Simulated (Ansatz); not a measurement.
# One run on CoSi (Pm-3m): anisotropy by the force theorem

Computed with DFT, PBE, all-electron PAW with datasets made for the crystal, scalar-relativistic (Ansatz).

Command: `ansatz run input.yaml --threads 2 --pin off --max-ram 4096MiB --backend cpu --events-out ev --progress --plain --runs-dir out`

```yaml
crystal:
  lattice:
    - [2.781334, 0.0, 0.0]
    - [0.0, 2.781334, 0.0]
    - [0.0, 0.0, 2.781334]
  atoms:
    - { symbol: Co, position: [0.0, 0.0, 0.0], spin: 0.6 }
    - { symbol: Si, position: [0.5, 0.5, 0.5] }
magnetization:
  spin_polarized: true
kpoints:
  mp_grid: { grid: [13, 13, 13] }
scf:
  occupations: { method: fermi_dirac, width: 0.05 }
  lower_state_search: "off"
hamiltonian:
  xc: pbe
  pseudopotentials: { kind: all_electron, datasets: crystal }
output:
  eigenvalues: false
  eigenstates:
    nscf_kmesh: { grid: [19, 19, 19] }
    top_band: c21
    magnetocrystalline_anisotropy:
      directions:
        - [0.0, 0.0, 1.0]
        - [0.57735027, 0.57735027, 0.57735027]
        - [0.70710678, 0.70710678, 0.0]
```

The program prints:

```
settings of this run that can trade accuracy for cost: output.eigenvalues: false. Do not mix this run's numbers with those of runs without the same settings; the input reference describes each key
hamiltonian.pseudopotentials.datasets: crystal makes datasets for this crystal and solves the spheres of its atoms anew in each pass: cutoff 310.0 eV, the density's 1240.0 eV; for an error of 0.50 meV an atom under PBE, 1.0 meV for the cell; an energy difference from a run of another recipe may be off by several times the error for the cell, under r2SCAN by more, where some 0.1 meV an atom stays a …
Engine: ansatz 0.2.0
Pseudopotentials: kind: all_electron
Pseudopotential: Co, paw, valence charge 17, recommended cutoff 310 eV (normal), crystal/all_electron/pbe/scalar/gaussian/Co, Koelling and Harmon's equation, gaussian nucleus
Pseudopotential: Si, paw, valence charge 4, recommended cutoff 310 eV (normal), crystal/all_electron/pbe/scalar/gaussian/Si, Koelling and Harmon's equation, gaussian nucleus
Functional definition: PBE
  parameter kappa = 0.804
  parameter beta = 0.06672455060314922
  exchange = pbe_x(kappa = kappa, mu = beta*pi^2/3)
  correlation = pbe_c(beta = beta)
Crystal: 2 atoms, lattice volume = 21.516 Å³
Basis set: ecut = 310 eV, 251 PW (Γ), exchange–correlation on 32×32×32 points (8 copies of the dense FFT grid, shifted against one another)
Bands: 15, of which v1, the nominal top of the filled ones, is band 11 counted from 1 (10 counted from 0)
Symmetry: 48 space group operations
Space group: Pm-3m (ITA 221), of the structure as read, at distance tolerance 2.8e-5 Å
Magnetic group: BNS 221.92 (UNI 1594), of the structure as read, at distance tolerance 2.8e-5 Å
k-points: 84 of 2197
Non-local potential: Co, projectors of the file, l = 0: 3, l = 1: 3, l = 2: 2
Non-local potential: Si, projectors of the file, l = 0: 1, l = 1: 1
PAW form: soft (Blöchl's): semilocal exchange-correlation on the pseudo side does not see the compensation charge
PAW one-centre angular grid: Co, 590 points (default); XC on its mesh's 1913 points in the sphere
PAW one-centre angular grid: Si, 110 points (default); XC on its mesh's 1929 points in the sphere
Initial density: superposition of atomic densities (chi_scale 0.1, normalization cell)
Starting moments: Σ|m| = 0.6 μB on 1 of 2 sites
Initial wavefunctions: pseudopotential atomic-orbital guess
Functional: x = pbe(κ = 0.804, μ = 0.2195149727645171), c = pbe(β = 0.06672455060314922)
iter 1 solved again at ethr=3.39e-2 eV; its pass at ethr=1.00e-1 eV (dr2=7.13e0 eV) is discarded
SCF iter   1: F=—  HF=-45811.894623 eV  |F-HF|=—  |Δ(HF+E_count)|=         —  Δρ=1.20e-1 (↑9.04e-2 ↓1.20e-1)  dr2=8.96e0  dr2_m=5.13e-2  M=0.723 μB ∫|m|=0.750 μB  β_m=1.00  ethr=3.39e-2  ⟨swp⟩=2.0  Hψ=13241  notcnv=0
preconditioner: auto → none  [metal: Δε(μ)=0.017 eV  Ē_g=9.119 eV  σ=0.050 eV  W_gap=0.09  n_scr=6 (ndim 8)  ℏωp=28.9 eV  f_vac=0.007  D(μ)=1.63/eV (n_scr^D=18)  sad-step TF]
SCF iter   2: F=—  HF=-45811.167713 eV  |F-HF|=—  |Δ(HF+E_count)|=   7.27e-1  Δρ=5.07e-2 (↑1.84e-2 ↓5.07e-2)  dr2=9.81e-1  dr2_m=9.19e-2  M=0.424 μB ∫|m|=0.478 μB  β_m=0.30  ethr=3.39e-2  ⟨swp⟩=3.0  Hψ=5700  notcnv=0
SCF iter   3: F=—  HF=-45810.725104 eV  |F-HF|=—  |Δ(HF+E_count)|=   4.43e-1  Δρ=3.21e-2 (↑3.21e-2 ↓3.12e-2)  dr2=7.83e-1  dr2_m=1.23e-4  M=0.611 μB ∫|m|=0.657 μB  β_m=0.30  ethr=4.67e-3  ⟨swp⟩=3.0  Hψ=6239  notcnv=0
iter 4 solved again at ethr=1.90e-5 eV; its pass at ethr=3.73e-3 eV (dr2=3.99e-3 eV) is discarded
SCF iter   4: F=—  HF=-45810.596324 eV  |F-HF|=—  |Δ(HF+E_count)|=   1.29e-1  Δρ=7.36e-3 (↑3.09e-3 ↓7.36e-3)  dr2=4.64e-3  dr2_m=4.05e-3  M=0.563 μB ∫|m|=0.600 μB  β_m=0.30  ethr=1.90e-5  ⟨swp⟩=3.1  Hψ=11424  notcnv=0  defer=3
SCF iter   5: F=—  HF=-45810.629805 eV  |F-HF|=—  |Δ(HF+E_count)|=   3.35e-2  Δρ=8.02e-3 (↑1.89e-3 ↓8.02e-3)  dr2=1.46e-2  dr2_m=2.71e-3  M=0.558 μB ∫|m|=0.593 μB  β_m=0.30  ethr=1.90e-5  ⟨swp⟩=2.4  Hψ=4744  notcnv=0  defer=4
SCF iter   6: F=—  HF=-45810.648097 eV  |F-HF|=—  |Δ(HF+E_count)|=   1.83e-2  Δρ=5.18e-3 (↑9.63e-4 ↓5.18e-3)  dr2=6.96e-3  dr2_m=1.16e-3  M=0.562 μB ∫|m|=0.596 μB  β_m=1.00  ethr=1.90e-5  ⟨swp⟩=2.8  Hψ=5227  notcnv=0  defer=1
SCF iter   7: F=—  HF=-45810.653530 eV  |F-HF|=—  |Δ(HF+E_count)|=   5.43e-3  Δρ=1.09e-3 (↑1.09e-3 ↓3.88e-4)  dr2=1.03e-4  dr2_m=9.31e-5  M=0.572 μB ∫|m|=0.605 μB  β_m=1.00  ethr=1.90e-5  ⟨swp⟩=2.5  Hψ=4895  notcnv=0  defer=2
SCF iter   8: F=—  HF=-45810.653995 eV  |F-HF|=—  |Δ(HF+E_count)|=   4.66e-4  Δρ=5.95e-4 (↑5.95e-4 ↓4.55e-4)  dr2=3.21e-5  dr2_m=4.54e-5  M=0.579 μB ∫|m|=0.613 μB  β_m=1.00  ethr=4.92e-7  ⟨swp⟩=3.1  Hψ=5345  notcnv=0
SCF iter   9: F=—  HF=-45810.654301 eV  |F-HF|=—  |Δ(HF+E_count)|=   3.06e-4  Δρ=5.19e-4 (↑5.19e-4 ↓1.59e-4)  dr2=6.17e-5  dr2_m=1.67e-5  M=0.583 μB ∫|m|=0.617 μB  β_m=1.00  ethr=1.53e-7  ⟨swp⟩=3.2  Hψ=5426  notcnv=0
[...]
SCF iter  14: F=—  HF=-45810.655092 eV  |F-HF|=—  |Δ(HF+E_count)|=   8.40e-5  Δρ=2.34e-4 (↑2.16e-4 ↓2.34e-4)  dr2=1.66e-7  dr2_m=9.97e-6  M=0.604 μB ∫|m|=0.639 μB  β_m=1.00  ethr=5.59e-9  ⟨swp⟩=3.9  Hψ=6074  notcnv=0
SCF iter  15: F=—  HF=-45810.655204 eV  |F-HF|=—  |Δ(HF+E_count)|=   1.13e-4  Δρ=3.42e-4 (↑1.68e-4 ↓3.42e-4)  dr2=8.13e-6  dr2_m=1.26e-5  M=0.607 μB ∫|m|=0.643 μB  β_m=1.00  ethr=7.90e-10  ⟨swp⟩=4.0  Hψ=6854  notcnv=0
SCF iter  16: F=—  HF=-45810.655273 eV  |F-HF|=—  |Δ(HF+E_count)|=   6.84e-5  Δρ=3.43e-4 (↑1.17e-4 ↓3.43e-4)  dr2=1.43e-5  dr2_m=9.91e-6  M=0.610 μB ∫|m|=0.645 μB  β_m=0.30  ethr=7.90e-10  ⟨swp⟩=4.0  Hψ=6484  notcnv=0
Mixer restart at iter 16: flushing history
spin-set hold released at iteration 16 (site moments' squared step at or under half its running peak, from the soft ceiling on): the magnetisation degrees of freedom join the quasi-Newton model from the next iteration; the mixer history was flushed
SCF iter  17: F=—  HF=-45810.655425 eV  |F-HF|=—  |Δ(HF+E_count)|=   1.52e-4  Δρ=3.70e-4 (↑3.70e-4 ↓1.72e-4)  dr2=1.04e-5  dr2_m=1.39e-5  M=0.611 μB ∫|m|=0.647 μB  β_m=0.65  ethr=7.90e-10  ⟨swp⟩=4.1  Hψ=7794  notcnv=0
SCF iter  18: F=—  HF=-45810.655917 eV  |F-HF|=—  |Δ(HF+E_count)|=   4.92e-4  Δρ=2.35e-3 (↑6.73e-4 ↓2.35e-3)  dr2=2.00e-3  dr2_m=1.63e-4  M=0.621 μB ∫|m|=0.658 μB  β_m=0.08  ethr=7.90e-10  ⟨swp⟩=5.0  Hψ=8514  notcnv=0  recentre
SCF iter  19: F=—  HF=-45810.655513 eV  |F-HF|=—  |Δ(HF+E_count)|=   4.04e-4  Δρ=3.56e-4 (↑3.56e-4 ↓2.88e-4)  dr2=1.31e-6  dr2_m=2.02e-5  M=0.613 μB ∫|m|=0.650 μB  β_m=0.14  ethr=7.90e-10  ⟨swp⟩=5.0  Hψ=8480  notcnv=0
SCF iter  20: F=—  HF=-45810.655626 eV  |F-HF|=—  |Δ(HF+E_count)|=   1.12e-4  Δρ=3.50e-4 (↑3.50e-4 ↓1.81e-4)  dr2=7.56e-6  dr2_m=1.36e-5  M=0.619 μB ∫|m|=0.656 μB  β_m=0.35  ethr=7.90e-10  ⟨swp⟩=4.1  Hψ=7865  notcnv=0
SCF iter  21: F=—  HF=-45810.655671 eV  |F-HF|=—  |Δ(HF+E_count)|=   4.56e-5  Δρ=4.00e-5 (↑4.00e-5 ↓2.05e-5)  dr2=1.29e-7  dr2_m=1.67e-7  M=0.629 μB ∫|m|=0.668 μB  β_m=0.60  ethr=7.90e-10  ⟨swp⟩=4.5  Hψ=8011  notcnv=0
SCF iter  22: F=—  HF=-45810.655672 eV  |F-HF|=—  |Δ(HF+E_count)|=   4.56e-7  Δρ=1.27e-5 (↑7.74e-6 ↓1.27e-5)  dr2=3.14e-8  dr2_m=1.55e-8  M=0.629 μB ∫|m|=0.668 μB  β_m=0.80  ethr=6.14e-10  ⟨swp⟩=3.1  Hψ=5529  notcnv=0
SCF iter  23: F=-45810.655672 eV  HF=-45810.655672 eV  |F-HF|=1.01e-9  |Δ(HF+E_count)|=   4.21e-8  Δρ=1.83e-6 (↑1.77e-6 ↓1.83e-6)  dr2=2.74e-10  dr2_m=5.90e-10  M=0.628 μB ∫|m|=0.668 μB  ethr=1.49e-10  ⟨swp⟩=3.0  Hψ=5217  notcnv=0
SCF 1 converged in 23 iterations: F = -45810.655672 eV  dr2 = 2.74e-10
  greatest PAW one-centre occupation: 0.998 electrons in one spin orbital (limit 2), on the Co atom at site 0 (counted from 0), in its partial waves of l = 1
NSCF: frozen V_eff on 220 k-points
Magnetocrystalline anisotropy: 0 of 220 k-points coupled
Magnetocrystalline anisotropy: 64 of 220 k-points coupled
Magnetocrystalline anisotropy: 128 of 220 k-points coupled
Magnetocrystalline anisotropy: 192 of 220 k-points coupled
Magnetocrystalline anisotropy: 220 of 220 k-points coupled
SCF converged after 23 iterations
Magnetization: 0.6285 μB (10.8142 up, 10.1858 down)
Absolute magnetization: 0.6675 μB (∫|ρ↑−ρ↓|)
Spin contamination: 0.0373 ħ² per cell (⟨S²⟩ above its minimum at these occupations)
Per-site moments (μB) at R_I (Å): [(0.6308407946322184, 0.9935911839188726), (0.01172635787619304, 0.9935911839188726)]
Free energy (F): -45810.655672 eV
Harris-Foulkes:  -45810.655672 eV  (|F-HF|=1.01e-9)
Internal energy: -45810.640793 eV  (E = F + TS)
E sigma→0 (E₀):  -45810.648232 eV
Entropy (-TS):   -0.014879 eV (-7.439 meV/atom)
Past the cutoff: waves up to 1.5 times it would add -0.000141 eV an atom, which no energy here includes
By the cutoff:   a pressure is off by up to 0.017 GPa (6 times that energy over an atom's volume, and 0.004 GPa: a bound that held against runs at twice the plane waves)
Past the cutoffs: a stress includes 0.0000 GPa for waves and charges beyond them
In the spheres:  the bands' charges fall short by 1.9e-7 e at most (sound up to 1e-3)
Fermi energy:    18.864635 eV
--- Per-component energies (eV) ---
  E_band       = -201.598908
  E_kinetic    = 153.964354
  E_local      = -1849.286747  (includes V_loc(G=0)·N_el)
  E_nonlocal   = -831.747807
  E_hartree    = 1034.854774
  E_xc         = -76.950362
  E_vxc        = -97.110947  (∫ρ·V_xc dr)
  E_paw        = -47019.763015  (= ΣΔE_a)
  E_vpaw       = -4947.870445  (= ΣTr[D̂ρ^β])
  E_ewald      = -2522.454418
  E_smearing   = -0.014879  (= −TS)
  E_closure    = 5300.742428  (closes the sum)
  Σ components = -45810.655672   (vs F -45810.655672, Δ=0.00e0)
  The terms above E_closure are by the made datasets' own strengths, without shells solved beside the bands.
--- Band table (eV; the first three rows and the last of 168) ---
  k-point 0 ↑: bands = ["-76.8233", "-40.1110", "-40.1110", "-40.1110", "4.5320", "14.5886", "14.5886", "17.1993", "17.1993", "17.1993", "21.7701", "21.7701", "21.7701"]
  k-point 1 ↑: bands = ["-76.8231", "-40.1143", "-40.1108", "-40.1108", "4.6461", "14.5371", "14.6258", "17.0997", "17.0997", "17.2077", "20.9998", "21.9676", "21.9676"]
  k-point 2 ↑: bands = ["-76.8224", "-40.1235", "-40.1100", "-40.1100", "4.9861", "14.3084", "14.7311", "16.8517", "16.8517", "17.2310", "19.6465", "22.5111", "22.5111"]
  k-point 83 ↓: bands = ["-76.0566", "-39.4236", "-39.4235", "-39.4235", "12.7191", "13.0085", "13.0085", "17.4150", "18.5502", "18.5502", "19.4465", "20.1943", "20.1943"]
settings of this run that can trade accuracy for cost: output.eigenvalues: false. Do not mix this run's numbers with those of runs without the same settings; the input reference describes each key
```

magnetocrystalline_anisotropy.tsv:

```
# direction_x	direction_y	direction_z	energy_mev	energy_tetrahedra_mev	beyond_first_order_mev	atom_0_mev	atom_1_mev	spread_mev	spread_tetrahedra_mev	orbital_0_along_direction_mub	orbital_1_along_direction_mub
# format = ansatz-magnetocrystalline-anisotropy/3
# nscf_kmesh_grid = 19 19 19
# nscf_kmesh_shift = 0 0 0
# n_bands = 32
# occupation_method = fermi_dirac
# smearing_width_ev = 0.05
# xc_rung = gga
# a1_ang = 2.7813 0 0
# a2_ang = 0 2.7813 0
# a3_ang = 0 0 2.7813
# atom = 0 Co 0 0 0
# atom = 1 Si 0.5 0.5 0.5
# kernel_functional = own
# kernel_scale = 1.0383
# goldstone_residual = 0.017702
# bands_end_over_fermi_ev = 41.036
# easy_direction_run = 0
# easy_direction_tetrahedra = 0
0	0	1	0	0	2.4728e-06	0	0	0	0	0.015752	0.0013512
0.57735	0.57735	0.57735	3.7741e-05	9.1696e-05	5.4438e-06	5.9408e-05	-3.0564e-06	0.0055006	0.01576	0.015762	0.0013508
0.70711	0.70711	0	2.8211e-05	5.7912e-05	4.7032e-06	4.4296e-05	-2.2892e-06	0.0054755	0.020295	0.01576	0.0013509
```

Site moments (μB): Co1 0.63, Si2 0.01. Cell moment 0.63 μB.

The spread over coarser sub-meshes exceeds the differences between directions, so this mesh may not resolve the easy direction.

The magnetic group in the log treats spin as a scalar label, without spin–orbit coupling.

The Ansatz runs typed with the search for lower states off end where their start leads. The program couldn't verify every level among the many empty bands that the force theorem sums over. None of this fixes the real material's magnetic order: only patterns that fit the cell were computed, at zero temperature, with a functional that can overstate moments.

It took 49 s on 2 threads of Arm Neoverse V2, with other jobs on the host, peak memory 0.65 GiB.
